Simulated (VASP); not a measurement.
# PbF2 (Fluorocronite) (Fm-3m) in VASP: a series of runs

One crystal, PbF2 (Fluorocronite), is run at these levels: RPBE, LDA, r2SCAN, PBEsol; tasks: band structure.

Everything below comes from runs of VASP 6.6.1. Logs are shortened: lines on timing, memory, paths and dates and some standing lists are left out, and cuts for length are marked.

### 1 The structure

It takes space group Fm-3m (No. 225, cubic). The conventional cell has a = 5.927 Å, b = 5.927 Å, c = 5.927 Å, α = 90.00°, β = 90.00°, γ = 90.00°. Around Pb (site symmetry m-3m) lie 8 F at 2.57 Å. Around F (site symmetry -43m) lie 4 Pb at 2.57 Å.

### 2 Band structure, RPBE (volume scaled by 0.88)

Input file run.py:

```python
from ase.calculators.vasp import Vasp
from ase.dft.bandgap import bandgap
from ase.io import read

atoms = read('PbF2.xyz')
calc = Vasp(
    directory='calc',
    xc='rpbe',
    pp='PBE',
    setups='recommended',
    prec='Accurate',
    encut=520,
    ediff=1e-07,
    ismear=0,
    sigma=0.01,
    lreal=False,
    lasph=True,
    nelm=60,
    algo='Normal',
    isif=2,
    lwave=False,
    lcharg=True,
    kpts=[5, 5, 5],
    gamma=True,
)
atoms.calc = calc

print('energy (eV):', atoms.get_potential_energy())
print('free energy (eV):', atoms.get_potential_energy(force_consistent=True))
efermi = calc.get_fermi_level()
print('Fermi level (eV):', efermi)
path = atoms.cell.bandpath(npoints=60, eps=1e-4)
print('path:', path.path)
calc.set(kpts=path.kpts, reciprocal=True, icharg=11, isym=0, lcharg=False)
calc.calculate(atoms)
print('gap on the path (eV):', bandgap(calc, efermi=efermi)[0])
print('direct gap on the path (eV):', bandgap(calc, efermi=efermi, direct=True)[0])
```

Input file PbF2.xyz:

```xyz
3
Lattice="0.0000000000 2.8400278747 2.8400278747 2.8400278747 0.0000000000 2.8400278747 2.8400278747 2.8400278747 0.0000000000" Properties=species:S:1:pos:R:3 pbc="T T T"
Pb     0.0000000000      0.0000000000      0.0000000000
F      4.2600418120      4.2600418120      4.2600418120
F      1.4200139374      1.4200139374      1.4200139374
```

Potentials or basis: VASP PAW PBE potentials, release 64 (Pb_d, F).

On the command line:

```sh
python run.py
```

Log:

```text
energy (eV): -12.98752014
free energy (eV): -12.98752014
Fermi level (eV): 3.81073663
path: GXWKGLUWLK,UX
gap on the path (eV): 0.0
direct gap on the path (eV): 0.0
```

OUTCAR:

```text
ENCUT = 520.000000
   EDIFF = 1.00e-07
   GGA = RP
   PREC = Accurate
   ICHARG = 11
   ISIF = 2
   ISMEAR = 0
   ISYM = 0
   NELM = 60
   LASPH = .TRUE.
   LREAL = .FALSE.

 ion  position               nearest neighbor table
   1  0.000  0.000  0.000-   2 2.46   2 2.46   2 2.46   3 2.46   3 2.46   3 2.46   3 2.46   2 2.46

   2  0.750  0.750  0.750-   1 2.46   1 2.46   1 2.46   1 2.46
   3  0.250  0.250  0.250-   1 2.46   1 2.46   1 2.46   1 2.46

IMPORTANT INFORMATION: All symmetrisations will be switched off!
NOSYMM: (Re-)initialisation of all symmetry stuff for point group C_1.

----------------------------------------------------------------------------------------

                                     Primitive cell

  volume of cell :      45.8140

  direct lattice vectors                    reciprocal lattice vectors
     0.000000000  2.840027875  2.840027875    -0.176054610  0.176054610  0.176054610
     2.840027875  0.000000000  2.840027875     0.176054610 -0.176054610  0.176054610
     2.840027875  2.840027875  0.000000000     0.176054610  0.176054610 -0.176054610

  length of vectors
     4.016405938  4.016405938  4.016405938     0.304935530  0.304935530  0.304935530

  position of ions in fractional coordinates (direct lattice)
     0.000000000  0.000000000  0.000000000
     0.750000000  0.750000000  0.750000000
     0.250000000  0.250000000  0.250000000

  ion indices of the primitive-cell ions
   primitive index   ion index
                 1           1
                 2           2
                 3           3

----------------------------------------------------------------------------------------

 KPOINTS: KPOINTS created by Atomic Simulation Env

Read explicit list of k-points.

 Found     60 k-points:

 Following reciprocal coordinates:
            Coordinates               Weight
  0.000000  0.000000  0.000000      0.016667
  0.062500  0.000000  0.062500      0.016667
  0.125000  0.000000  0.125000      0.016667
  0.187500  0.000000  0.187500      0.016667
  0.250000  0.000000  0.250000      0.016667
  0.312500  0.000000  0.312500      0.016667
[... 16 lines left out ...]
  0.075000  0.075000  0.150000      0.016667
  0.037500  0.037500  0.075000      0.016667
 [... further k-points ...]
   k-points           NKPTS =     60   k-points in BZ     NKDIM =     60   number of bands    NBANDS=     18
   number of dos      NEDOS =    301   number of ions     NIONS =      3
   total plane-waves  NPLWV =  27000
   dimension x,y,z NGX =    30 NGY =   30 NGZ =   30
   dimension x,y,z NGXF=    60 NGYF=   60 NGZF=   60
   ions per type =               1   2
   NGX,Y,Z   is equivalent  to a cutoff of  12.42, 12.42, 12.42 a.u.
   NGXF,Y,Z  is equivalent  to a cutoff of  24.84, 24.84, 24.84 a.u.
 SYSTEM =  unknown system
   PREC   = accura    normal or accurate (medium, high low for compatibility)
   ISTART =      0    job   : 0-new  1-cont  2-samecut
   ICHARG =     11    charge: 1-file 2-atom 10-const
   ISPIN  =      1    spin polarized calculation?
   LNONCOLLINEAR =      F non collinear calculations
   LSORBIT =      F    spin-orbit coupling
   LASPH  =      T    aspherical Exc in radial PAW
   ENCUT  =  520.0 eV  38.22 Ry    6.18 a.u.   7.47  7.47  7.47*2*pi/ulx,y,z
   NELM   =     60;   NELMIN=  2; NELMDL=  0     # of ELM steps
   EDIFF  = 0.1E-06   stopping-criterion for ELM
   LREAL  =      F    real-space projection
   EDIFFG = 0.1E-05   stopping-criterion for IOM
   NSW    =      0    number of steps for IOM
   IBRION =     -1    ionic relax: 0-MD 1-quasi-New 2-CG
   NFREE  =      0    steps in history (QN), initial steepest desc. (CG)
   ISIF   =      2    stress and relaxation
   ISYM   =      0    0-nonsym 1-usesym 2-fastsym
   POTIM  = 0.5000    time-step for ionic-motion
   TEBEG  =    0.0;   TEEND  =   0.0 temperature during run
   PSTRESS=    0.0 pullay stress
   NELECT =      28.0000    total number of electrons
   NUPDOWN=      -1.0000    fix difference up-down
   EMIN   =  10.00;   EMAX   =-10.00  energy-range for DOS
   EFERMI =   0.00;   METHOD = LEGACY
   ISMEAR =     0;   SIGMA  =   0.01  broadening in eV -4-tet -1-fermi 0-gaus
   EFERMI_NEDOS =   21; number of points for ismear=-14 and -15
   IALGO  =     38    algorithm
   IMIX   =      4    mixing-type and parameters
     AMIX     =   0.40;   BMIX     =  1.00
     AMIX_MAG =   1.60;   BMIX_MAG =  1.00
  volume/ion in A,a.u.               =      15.27       103.06
  Fermi-wavevector in a.u.,A,eV,Ry     =   1.389296  2.625389 26.261210  1.930144
  Thomas-Fermi vector in A             =   2.513341
   LORBIT       =      0    0 simple, 1 ext, 2 COOP (PROOUT), +10 PAW based schemes
   GGA     = RP    functional components
   LHFCALC =     F    Hartree Fock is set to
   AEXX    =    0.0000 exact exchange contribution
   IVDW    =     0    specifies the selected vdW correction
   LEPSILON=     F    determine dielectric tensor
   LRPA    =     F    only Hartree local field effects (RPA)
 non-spin polarized calculation
 Gauss-broadening in eV      SIGMA  =   0.01
  energy-cutoff  :      520.00
  volume of cell :       45.81
 maximum number of plane-waves:      1250

 number of electron      28.0000028 magnetization

 Free energy of the ion-electron system (eV)
  ---------------------------------------------------
  ext. energy  EPLUGINS =         0.00000000
  ---------------------------------------------------
  free energy    TOTEN  =       -12.92437038 eV

  energy without entropy =      -12.92437038  energy(sigma->0) =      -12.92437038

 E-fermi :   3.8741     XC(G=0):  -9.7185

 val. band max:        3.8241047978   @ k =   0.5000   0.2500   0.7500
 cond. band min:       8.2959523266   @ k =   0.5000   0.0000   0.5000
 fundamental gap:      4.4718475288
 Fermi energy:         3.8740679697

 k-point     1 :       0.0000    0.0000    0.0000
  band No.  band energies     occupation
      1     -18.5724      2.00000
      2     -17.7101      2.00000
      3     -10.9843      2.00000
      4     -10.9843      2.00000
      5     -10.9843      2.00000
      6     -10.8573      2.00000
[... 10 lines left out ...]
     17      10.7463      0.00000
     18      15.1174      0.00000

 k-point     2 :       0.0625    0.0000    0.0625
  band No.  band energies     occupation
      1     -18.5582      2.00000
      2     -17.7235      2.00000
      3     -10.9788      2.00000
      4     -10.9788      2.00000
      5     -10.9685      2.00000
      6     -10.8595      2.00000
[... 10 lines left out ...]
     17      10.8126      0.00000
     18      15.4958      0.00000

 k-point     3 :       0.1250    0.0000    0.1250
  band No.  band energies     occupation
      1     -18.5173      2.00000
      2     -17.7612      2.00000
      3     -10.9632      2.00000
      4     -10.9632      2.00000
      5     -10.9239      2.00000
      6     -10.8657      2.00000
[... 10 lines left out ...]
     17      10.9968      0.00000
     18      16.2825      0.00000

 k-point     4 :       0.1875    0.0000    0.1875
  band No.  band energies     occupation
      1     -18.4553      2.00000
      2     -17.8168      2.00000
      3     -10.9394      2.00000
      4     -10.9394      2.00000
      5     -10.8756      2.00000
      6     -10.8587      2.00000
[... 375 lines left out ...]
      4     -10.9533      2.00000
      5     -10.8829      2.00000
      6     -10.8636      2.00000
[... 10 lines left out ...]
     17      11.0749      0.00000
     18      16.8411      0.00000

 k-point    23 :       0.0750    0.0750    0.1500
  band No.  band energies     occupation
      1     -18.5321      2.00000
      2     -17.7479      2.00000
      3     -10.9750      2.00000
      4     -10.9694      2.00000
      5     -10.9352      2.00000
      6     -10.8606      2.00000
[... 10 lines left out ...]
     17      10.9185      0.00000
     18      16.0798      0.00000

 k-point    24 :       0.0375    0.0375    0.0750
  band No.  band energies     occupation
      1     -18.5621      2.00000
      2     -17.7198      2.00000
      3     -10.9819      2.00000
      4     -10.9804      2.00000
      5     -10.9714      2.00000
      6     -10.8582      2.00000
[... 10 lines left out ...]
     17      10.7935      0.00000
     18      15.3965      0.00000

 [... further k-points ...]

------------------------ aborting loop because EDIFF is reached ----------------------------------------

  FORCE on cell =-STRESS in cart. coord.  units (eV):
  Direction    XX          YY          ZZ          XY          YZ          ZX
  --------------------------------------------------------------------------------------
  -------------------------------------------------------------------------------------
  Total        7.2497939      4.9232521      6.6400531     -0.8840380     -0.5795273     -0.7131184
  in kB      253.5353039    172.1729235    232.2118242    -30.9160281    -20.2668706    -24.9387339
  external PRESSURE =     219.3066839 kB  Pullay stress =       0.0000000 kB

 VOLUME and BASIS-vectors are now :
 -----------------------------------------------------------------------------
  energy-cutoff  :      520.00
  volume of cell :       45.81
      direct lattice vectors                 reciprocal lattice vectors
     0.000000000  2.840027875  2.840027875    -0.176054610  0.176054610  0.176054610
     2.840027875  0.000000000  2.840027875     0.176054610 -0.176054610  0.176054610
     2.840027875  2.840027875  0.000000000     0.176054610  0.176054610 -0.176054610

 POSITION                                       TOTAL-FORCE (eV/Angst)
 -----------------------------------------------------------------------------------
      0.00000      0.00000      0.00000         0.000000      0.000004      0.000001
      4.26004      4.26004      4.26004        -0.247259     -0.247434     -0.306829
      1.42001      1.42001      1.42001         0.247259      0.247430      0.306828
 -----------------------------------------------------------------------------------
    total drift:                               -0.000002      0.000004      0.000001

  FREE ENERGIE OF THE ION-ELECTRON SYSTEM (eV)
  ---------------------------------------------------
  free  energy   TOTEN  =       -12.9243703776 eV

  energy  without entropy=      -12.9243703776  energy(sigma->0) =      -12.92437038
```

INCAR:

```text
ENCUT = 520.000000
SIGMA = 0.010000
EDIFF = 1.00e-07
ALGO = Normal
GGA = RP
PREC = Accurate
ICHARG = 11
ISIF = 2
ISMEAR = 0
ISYM = 0
NELM = 60
LASPH = .TRUE.
LCHARG = .FALSE.
LWAVE = .FALSE.
LREAL = .FALSE.
```

Wall time 35 s (1 thread of Intel Xeon Platinum 8488C (Sapphire Rapids), shared host); peak memory 0.18 GiB.

These settings aren't checked as converged (typed here: k = 5 × 5 × 5): the numbers below hold their error.

What came out:

```yaml
Band_gap_along_the_path: 4.47 eV, indirect (least direct gap 4.63 eV)
```

Caveat: the k mesh is coarse (spacing up to 0.38 Å⁻¹), so the values aren't converged; the log is that of the step along the path at fixed density, whose energy, stress, charges and moments have no meaning; the gap that the script prints is cut at the Fermi level of the mesh and reads zero; the value given here counts the filled bands; the PAW data sets were made with another functional, which shifts forces and pressure a little; spin-orbit coupling is left out, which moves the levels of the heavy elements.

(Continued in part 2 of 2.)
